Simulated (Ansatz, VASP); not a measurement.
**Cross-check of NaCl between VASP and Ansatz**

One calculation is typed for both programs; each brings its own data sets and cutoff. How far apart do they land? The cell is taken from a series of VASP runs on this material, whose earlier steps may have relaxed, scaled or displaced it; both programs get it as it stands. Other levels of theory on this material are compared in a session of their own.

Method: plane waves, with VASP 6.6.1 beside it; band structure at LDA and single point at LDA, in Ansatz 0.2.0.

## (1) Starting point

The structure is cubic, space group Fm-3m (No. 225). The conventional cell has a = 5.604 Å, b = 5.604 Å, c = 5.604 Å, α = 90.00°, β = 90.00°, γ = 90.00°. Nearest to Cl lie 6 Na at 2.80 Å. Nearest to Na lie 6 Cl at 2.80 Å. Farther neighbours and most contacts between anions are not listed.

## (2) VASP: band structure, LDA

Levels along a path test the potential and the projectors away from the mesh points.

Lines of VASP's logs that name or quote its potential files are left out, and so is its time.

Input file INCAR:

```
SYSTEM = NaCl
PREC = Accurate
ENCUT = 350
EDIFF = 1E-06
NELM = 100
ISMEAR = 0
SIGMA = 0.03
LREAL = .FALSE.
ALGO = Normal
GGA = CA
NBANDS = 19
LORBIT = 11
LWAVE = .FALSE.
LCHARG = .FALSE.
KPAR = 4
LASPH = .TRUE.
```

Input file POSCAR:

```
NaCl
1.0
    0.0000000000      2.8017500000      2.8017500000
    2.8017500000      0.0000000000      2.8017500000
    2.8017500000      2.8017500000      0.0000000000
Cl Na
1 1
Direct
    0.5000000000      0.5000000000      0.5000000000
    0.0000000000      0.0000000000      0.0000000000
```

Input file KPOINTS:

```
Automatic mesh
0
Gamma
6 6 6
0 0 0
```

Input file KPOINTS_OPT:

```
Line mode
10
Line-mode
Reciprocal
  0.00000000   0.00000000   0.00000000 GAMMA
  0.50000000   0.00000000   0.50000000 X

  0.50000000   0.00000000   0.50000000 X
  0.50000000   0.25000000   0.75000000 W

  0.50000000   0.25000000   0.75000000 W
  0.37500000   0.37500000   0.75000000 K

  0.37500000   0.37500000   0.75000000 K
  0.00000000   0.00000000   0.00000000 GAMMA

  0.00000000   0.00000000   0.00000000 GAMMA
  0.50000000   0.50000000   0.50000000 L

  0.50000000   0.50000000   0.50000000 L
  0.62500000   0.25000000   0.62500000 U

  0.62500000   0.25000000   0.62500000 U
  0.50000000   0.25000000   0.75000000 W

  0.50000000   0.25000000   0.75000000 W
  0.50000000   0.50000000   0.50000000 L

  0.50000000   0.50000000   0.50000000 L
  0.37500000   0.37500000   0.75000000 K

  0.62500000   0.25000000   0.62500000 U
  0.50000000   0.00000000   0.50000000 X
```

The projector-augmented-wave data sets are Cl and Na_pv (LDA family, release 64).

Started as:

```sh
mpirun -np 4 vasp_std
```

Numbers of over 12 decimals in the logs are rounded to 6 here.

The program printed:

```text
[banner, memory and clock lines left out]
running    4 mpi-ranks, on    1 nodes
 distrk:  each k-point on    1 cores,    4 groups
 distr:  one band on    1 cores,    1 groups

 POSCAR found type information on POSCAR ClNa
 POSCAR found :  2 types and       2 ions
 LDA part: xc-table for (Slater(with rela. corr.)+CA(PZ))
 , standard interpolation
 POSCAR, INCAR and KPOINTS ok, starting setup
 FFT: planning ... GRIDC
 FFT: planning ... GRID_SOFT
 FFT: planning ... GRID
 WAVECAR not read
 entering main loop
       N       E                     dE             d eps       ncg     rms          rms(c)
DAV:   1     0.861981022616E+02    0.86198E+02   -0.51880E+03   624   0.560E+02
DAV:   2    -0.157875496237E+01   -0.87777E+02   -0.81684E+02   721   0.191E+02
DAV:   3    -0.749931726103E+01   -0.59206E+01   -0.58726E+01   725   0.491E+01
DAV:   4    -0.756365020677E+01   -0.64333E-01   -0.64298E-01   723   0.526E+00
DAV:   5    -0.756446860851E+01   -0.81840E-03   -0.81836E-03   748   0.626E-01    0.198E+00
DAV:   6    -0.738909360843E+01    0.17538E+00   -0.17706E-01   765   0.240E+00    0.140E+00
DAV:   7    -0.736966377457E+01    0.19430E-01   -0.42602E-02   849   0.104E+00    0.980E-01
DAV:   8    -0.736806856523E+01    0.15952E-02   -0.65551E-03   704   0.532E-01    0.420E-01
DAV:   9    -0.736774320834E+01    0.32536E-03   -0.40630E-04   685   0.111E-01    0.175E-01
DAV:  10    -0.736772227134E+01    0.20937E-04   -0.13449E-04   779   0.658E-02    0.231E-02
DAV:  11    -0.736772093886E+01    0.13325E-05   -0.57216E-06   705   0.174E-02    0.344E-03
DAV:  12    -0.736772098649E+01   -0.47636E-07   -0.13444E-07   405   0.265E-03
   1 F= -.73677210E+01 E0= -.73677210E+01  d E =-.310628E-19
 Start KPOINTS_OPT (optional k-point list driver)
k-point batch [1-16\100]
       N       E                     dE             ncg
DAV:   1    -0.111881237398E+04   -0.60511E+04      638
DAV:   2    -0.254718014645E+04   -0.14284E+04      733
DAV:   3    -0.264342128484E+04   -0.96241E+02      718
DAV:   4    -0.264454860249E+04   -0.11273E+01      759
DAV:   5    -0.264456417611E+04   -0.15574E-01      719
DAV:   6    -0.264456453036E+04   -0.35425E-03      751
DAV:   7    -0.264456454011E+04   -0.97494E-05      764
DAV:   8    -0.264456454035E+04   -0.24622E-06      514
[...]
k-point batch [97-100\100]
       N       E                     dE             ncg
DAV:   1     0.482060505314E+04   -0.18922E+04      152
DAV:   2     0.446293243337E+04   -0.35767E+03      192
DAV:   3     0.443864328777E+04   -0.24289E+02      191
DAV:   4     0.443839598187E+04   -0.24731E+00      181
DAV:   5     0.443839278415E+04   -0.31977E-02      192
DAV:   6     0.443839270991E+04   -0.74240E-04      189
DAV:   7     0.443839270773E+04   -0.21785E-05      192
DAV:   8     0.443839270768E+04   -0.58248E-07      109
```

Parts of OUTCAR (step 2):

```text
ion  position               nearest neighbor table
   1  0.500  0.500  0.500-
   2  0.000  0.000  0.000-

  LATTYP: Found a face centered cubic cell.
 ALAT       =     5.6035000000

 Subroutine GETGRP returns: Found 48 space group operations
 (whereof 48 operations were pure point group operations)

The static configuration has the point symmetry O_h .

 Found     16 irreducible k-points:

   k-points           NKPTS =     16   k-points in BZ     NKDIM =     16   number of bands    NBANDS=     19

   dimension x,y,z NGX =    24 NGY =   24 NGZ =   24
   dimension x,y,z NGXF=    48 NGYF=   48 NGZF=   48

   ENCUT  =  350.0 eV  25.72 Ry    5.07 a.u.   6.04  6.04  6.04*2*pi/ulx,y,z

   NELECT =      14.0000    total number of electrons

 k-points in reciprocal lattice and weights: Automatic mesh
   0.00000000  0.00000000  0.00000000       0.005
   0.16666667  0.00000000  0.00000000       0.037
   0.33333333  0.00000000  0.00000000       0.037
   0.50000000  0.00000000  0.00000000       0.019
   0.16666667  0.16666667  0.00000000       0.028
   0.33333333  0.16666667  0.00000000       0.111
   0.50000000  0.16666667  0.00000000       0.111
  -0.33333333  0.16666667  0.00000000       0.111
  -0.16666667  0.16666667  0.00000000       0.056
[...]
-0.33333333  0.33333333  0.16666667       0.111
  -0.33333333  0.50000000  0.16666667       0.056

 average (electrostatic) potential at core
       1 -97.5563       2 -45.9656

 E-fermi :  -0.6527

 k-point     1 :       0.0000    0.0000    0.0000
  band No.  band energies     occupation
    ...
      3     -21.5702      2.00000
      4     -13.4645      2.00000
      5      -0.8341      2.00000
      6      -0.8341      2.00000
      7      -0.8341      2.00000
      8       3.9366      0.00000
      9      10.0332      0.00000
     10      10.0332      0.00000
     11      10.0332      0.00000
     12      12.2890      0.00000
    ...

 k-point     2 :       0.1667    0.0000    0.0000
  band No.  band energies     occupation
    ...
      3     -21.5708      2.00000
      4     -13.3746      2.00000
      5      -1.4958      2.00000
      6      -0.9093      2.00000
      7      -0.9093      2.00000
      8       4.7870      0.00000
      9       9.2080      0.00000
     10      10.3239      0.00000
     11      10.3239      0.00000
     12      11.9332      0.00000
    ...

 k-point     3 :       0.3333    0.0000    0.0000
  band No.  band energies     occupation
    ...
      3     -21.5721      2.00000
      4     -13.1862      2.00000
      5      -2.4973      2.00000
      6      -1.0521      2.00000
      7      -1.0521      2.00000
      8       5.8952      0.00000
      9       9.0043      0.00000
     10      10.1269      0.00000
     11      10.1269      0.00000
     12      13.0459      0.00000
    ...

  Total       -0.5743909     -0.5743909     -0.5743909      0.0000000     -0.0000000      0.0000000
  in kB      -20.9218470    -20.9218470    -20.9218470      0.0000000     -0.0000000      0.0000000
  external PRESSURE =     -20.9218470 kB  Pullay stress =       0.0000000 kB

  energy-cutoff  :      350.00
  volume of cell :       43.99
      direct lattice vectors                 reciprocal lattice vectors
     0.000000000  2.801750000  2.801750000    -0.178459891  0.178459891  0.178459891
     2.801750000  0.000000000  2.801750000     0.178459891 -0.178459891  0.178459891
     2.801750000  2.801750000  0.000000000     0.178459891  0.178459891 -0.178459891

 POSITION                                       TOTAL-FORCE (eV/Angst)
 -----------------------------------------------------------------------------------
      2.80175      2.80175      2.80175         0.000000      0.000000      0.000000
      0.00000      0.00000      0.00000        -0.000000     -0.000000     -0.000000
 -----------------------------------------------------------------------------------
    total drift:                                0.000000     -0.000000     -0.000000

  FREE ENERGIE OF THE ION-ELECTRON SYSTEM (eV)
  ---------------------------------------------------
  free  energy   TOTEN  =        -7.3677209865 eV

  energy  without entropy=       -7.3677209865  energy(sigma->0) =       -7.36772099

 total charge
# of ion       s       p       d       tot
------------------------------------------
    1        1.584   3.545   0.000   5.129
    2        0.047   5.978   0.000   6.025
--------------------------------------------------
tot          1.631   9.524   0.000  11.155

[... 3 further parts left out ...]
```

The run ends at a pressure of -2.09 GPa.

## (3) Ansatz: band structure, LDA

Ansatz runs on its default PAW (the set named soft_2) files.

The same cell, functional (in two slightly different forms), mesh and smearing now go to Ansatz, which takes its cutoff from its data sets.

Input file input.yaml:

```yaml
crystal:
  lattice:
    - [0.0, 2.80175, 2.80175]
    - [2.80175, 0.0, 2.80175]
    - [2.80175, 2.80175, 0.0]
  atoms:
    - { symbol: Cl, position: [0.5, 0.5, 0.5] }
    - { symbol: Na, position: [0.0, 0.0, 0.0] }
hamiltonian:
  xc: lda
  pseudopotentials: { kind: paw }
kpoints:
  mp_grid: { grid: [6, 6, 6] }
  band_path:
    path:
      - [0.0, 0.0, 0.0]
      - [0.16667, 0.0, 0.16667]
      - [0.33333, 0.0, 0.33333]
      - [0.5, 0.0, 0.5]
      - [0.5, 0.08333, 0.58333]
      - [0.5, 0.19444, 0.69444]
      - [0.5, 0.25, 0.75]
      - [0.45833, 0.29167, 0.75]
      - [0.40278, 0.34722, 0.75]
      - [0.375, 0.375, 0.75]
      - [0.20833, 0.20833, 0.41667]
      - [0.08333, 0.08333, 0.16667]
      - [0.0, 0.0, 0.0]
      - [0.22222, 0.22222, 0.22222]
      - [0.38889, 0.38889, 0.38889]
      - [0.51389, 0.47222, 0.51389]
      - [0.55556, 0.38889, 0.55556]
      - [0.61111, 0.27778, 0.61111]
      - [0.61111, 0.25, 0.63889]
      - [0.56944, 0.25, 0.68056]
      - [0.51389, 0.25, 0.73611]
      - [0.5, 0.27778, 0.72222]
      - [0.5, 0.38889, 0.61111]
      - [0.5, 0.47222, 0.52778]
      - [0.48611, 0.48611, 0.52778]
      - [0.43056, 0.43056, 0.63889]
      - [0.38889, 0.38889, 0.72222]
      - [0.59722, 0.19444, 0.59722]
      - [0.55556, 0.11111, 0.55556]
      - [0.5, 0.0, 0.5]
    npoints: 1
scf:
  occupations: { method: gaussian, width: 0.03 }
  n_extra_bands: 7
output:
  forces: true
  stress: true
  eigenvalues: true
  write_density: true
  write_potential: true
  elf: true
  volumetric_format: npy
```

Started as:

```sh
ansatz run input.yaml --threads 2 --pin off --max-ram 4608MiB --backend cpu --events-out ev --progress --plain --runs-dir out
```

The program printed:

```text
scf.n_extra_bands = 7 over 8 filled bands (N_el = 16.0): the run solves 15 bands
Engine: ansatz 0.2.0, x86_64-unknown-linux-gnu
Pseudopotentials: kind: paw
Pseudopotential: Cl, paw, valence charge 7, recommended cutoff 420 eV (normal), Cl.paw.azcp
Pseudopotential: Na, paw, valence charge 9, recommended cutoff 420 eV (normal), Na.paw.azcp
Functional definition: SPW92
  exchange = slater_x
  correlation = pw_c
Crystal: 2 atoms, lattice volume = 43.986 Å³
Basis set: ecut = 420 eV, 869 PW (Γ)
Bands: 15, of which v1, the nominal top of the filled ones, is band 8 counted from 1 (7 counted from 0)
Symmetry: 48 space group operations
Space group: Fm-3m (ITA 225), of the structure as read, at distance tolerance 3.5e-5 Å
k-points: 16 of 216
Non-local potential: Cl, projectors of the file, l = 0: 2, l = 1: 2, l = 2: 2
Non-local potential: Na, projectors of the file, l = 0: 3, l = 1: 2, l = 2: 1
PAW form: soft (Blöchl's): semilocal exchange-correlation on the pseudo side does not see the compensation charge
PAW frozen core: Cl, regenerated for the run's functional, and the local potential with it (the file was generated under x = pbe(κ = 0.804, μ = 0.219515), c = pbe(β = 0.066725))
PAW frozen core: Na, regenerated for the run's functional, and the local potential with it (the file was generated under x = pbe(κ = 0.804, μ = 0.219515), c = pbe(β = 0.066725))
PAW one-centre angular grid: Cl, 110 points (default); XC on 64 Gauss nodes
PAW one-centre angular grid: Na, 110 points (default); XC on 64 Gauss nodes
Initial density: superposition of atomic densities (neutral atoms: chi_scale 0, normalization atom), corrected by the library's trained network
Initial wavefunctions: pseudopotential atomic-orbital guess
Functional: x = slater, c = lda
SCF iter   1: F=—  HF=-2514.320257 eV  |F-HF|=—  |Δ(HF+E_count)|=         —  Δρ=7.24e-3  dr2=1.65e-2  ethr=1.77e-3  ⟨swp⟩=5.9  Hψ=1307  notcnv=0
preconditioner: auto → none  [insulator: Δε(μ)=4.667 eV  Ē_g=22.861 eV  σ=0.030 eV  W_gap=1.00  n_scr=14 (ndim 8)  ℏωp=20.9 eV  f_vac=0.031  D(μ)=0.00/eV (n_scr^D=0)  ε∞_Penn≈1.8]
SCF iter   2: F=—  HF=-2514.310752 eV  |F-HF|=—  |Δ(HF+E_count)|=   9.50e-3  Δρ=2.55e-3  dr2=2.08e-3  ethr=1.03e-4  ⟨swp⟩=2.6  Hψ=567  notcnv=0  defer=31
SCF iter   3: F=—  HF=-2514.310080 eV  |F-HF|=—  |Δ(HF+E_count)|=   6.73e-4  Δρ=7.03e-4  dr2=1.46e-4  ethr=1.30e-5  ⟨swp⟩=2.6  Hψ=301  notcnv=0  defer=31
SCF iter   4: F=—  HF=-2514.310042 eV  |F-HF|=—  |Δ(HF+E_count)|=   3.76e-5  Δρ=2.63e-4  dr2=5.06e-5  ethr=9.15e-7  ⟨swp⟩=2.0  Hψ=272  notcnv=0  defer=31
SCF iter   5: F=—  HF=-2514.310029 eV  |F-HF|=—  |Δ(HF+E_count)|=   1.30e-5  Δρ=3.66e-5  dr2=9.97e-7  ethr=3.16e-7  ⟨swp⟩=2.0  Hψ=252  notcnv=0  defer=31
SCF iter   6: F=—  HF=-2514.310029 eV  |F-HF|=—  |Δ(HF+E_count)|=   1.94e-7  Δρ=1.63e-5  dr2=1.70e-7  ethr=6.25e-10  ⟨swp⟩=12.2  Hψ=1617  notcnv=0
SCF iter   7: F=-2514.310029 eV  HF=-2514.310029 eV  |F-HF|=5.43e-9  |Δ(HF+E_count)|=   5.95e-8  Δρ=3.20e-6  dr2=6.72e-9  ethr=6.25e-10  ⟨swp⟩=8.4  Hψ=967  notcnv=0
SCF 1 converged in 7 iterations: F = -2514.310029 eV  dr2 = 6.72e-9
  greatest PAW one-centre occupation: 0.999 electrons in one spin orbital (limit 2), on the Na atom at site 1 (counted from 0), in its partial waves of l = 0
NSCF: frozen V_eff on 30 k-points
SCF converged after 7 iterations
Free energy (F): -2514.310029 eV
Harris-Foulkes:  -2514.310029 eV  (|F-HF|=5.43e-9)
Internal energy: -2514.310029 eV  (E = F + TS)
E sigma→0 (E₀):  -2514.310029 eV
Fermi energy:    3.394941 eV
--- Per-component energies (eV) ---
  E_band       = -234.865699
  E_kinetic    = 282.334054
  E_local      = -1520.423860  (includes V_loc(G=0)·N_el)
  E_nonlocal   = 146.798432
  E_hartree    = 533.325365
  E_xc         = -144.466662
  E_vxc        = -171.632961  (∫ρ·V_xc dr)
  E_paw        = -869.957285  (= ΣΔE_a)
  E_vpaw       = -38.591263  (= ΣTr[D̂ρ^β])
  E_aug_tail   = 0.000099  (compensation charges beyond the density's cutoff)
  E_ewald      = -942.251554
  E_core_change = 0.331382  (= ΣΔE_core)
  E_smearing   = -0.000000  (= −TS)
  E_closure    = -0.000000  (closes the sum)
  Σ components = -2514.310029   (vs F -2514.310029, Δ=0.00e0)
--- Forces (eV/Å), atoms counted from 1 ---
  atom   1  Cl     0.00000000    -0.00000000    -0.00000000
  atom   2  Na    -0.00000000     0.00000000     0.00000000
  max |Σ_I F_I| component: 7.92e-30 eV/Å
--- Stress (GPa, compression-positive) ---
       -2.024518       0.000000       0.000000
       -0.000000      -2.024518       0.000000
       -0.000000      -0.000000      -2.024518
  P = ⅓ Tr σ = -2.0245 GPa (-20.245 kbar)
--- Band table (eV; the first three rows and the last of 16) ---
  k-point 0: bands = [... 4 lower, -11.6412, 1.0120, 1.0120, 1.0120, 5.7777, 11.7865, 11.7865, 11.7865, ... 3 higher]
  k-point 1: bands = [... 4 lower, -11.5528, 0.3516, 0.9371, 0.9371, 6.6283, 10.9984, 12.0729, 12.0729, ... 3 higher]
  k-point 2: bands = [... 4 lower, -11.3676, -0.6471, 0.7949, 0.7949, 7.7322, 10.8272, 11.8817, 11.8817, ... 3 higher]
  k-point 15: bands = [... 4 lower, -11.2049, -0.5393, 0.0262, 0.2370, 9.0920, 9.5630, 11.2435, 12.7784, ... 3 higher]
```

It took 1.1 s on 2 threads of Intel Xeon Platinum 8488C (Sapphire Rapids), shared host; peak memory 0.3 GiB; 1.6 s of CPU time.

The column dr2 measures how far the density is from self-consistency, as an energy; F and HF (Harris–Foulkes) agree once it is small.

(Continued in part 2 of 2.)

[Lines on the potential files, build, host, timing and source positions are cut from VASP's logs without a mark.]

[Logs are printed without paths, hosts, clocks, repeated set-up lines and the standing remarks that a program may print on its own settings, such as how far it seeks lower states.]

[Hosts, paths, dates, database ids (printed as entryN), source tags and the programs' standing remarks are cut or masked in the printed files.]
